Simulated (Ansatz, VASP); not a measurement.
One calculation of BN, two programs

```
CELL_PARAMETERS angstrom
0.00000 1.81208 1.81208
1.81208 0.00000 1.81208
1.81208 1.81208 0.00000
ATOMIC_POSITIONS crystal
B 0.00000 0.00000 0.00000
N 0.75000 0.75000 0.75000
```

The cell is a database's computed one.

Alike in both runs: task single point; functional PBE; k mesh 12 × 12 × 12; occupations gaussian, width 0.05 eV; no spin polarisation.

```csv
,VASP,Ansatz
version,VASP 6.6.1,Ansatz 0.2.0
potentials or method,"VASP PAW PBE potentials, release 64 (B, N)","scalar-relativistic, plane waves, PAW"
plane-wave cutoff (eV),520,520
valence electrons in the cell,8,8
```

Ansatz gave:

```
gap on the k mesh at the Fermi level (eV) : 4.46
least direct gap on the mesh (eV)         : 8.79
pressure (GPa)                            : 0.0
```

Q: What did VASP give for the same quantities?

A: gap on the k mesh at the Fermi level (eV): 4.45; least direct gap on the mesh (eV): 8.78; pressure (GPa): 0.4.

A k mesh can miss the band edges.
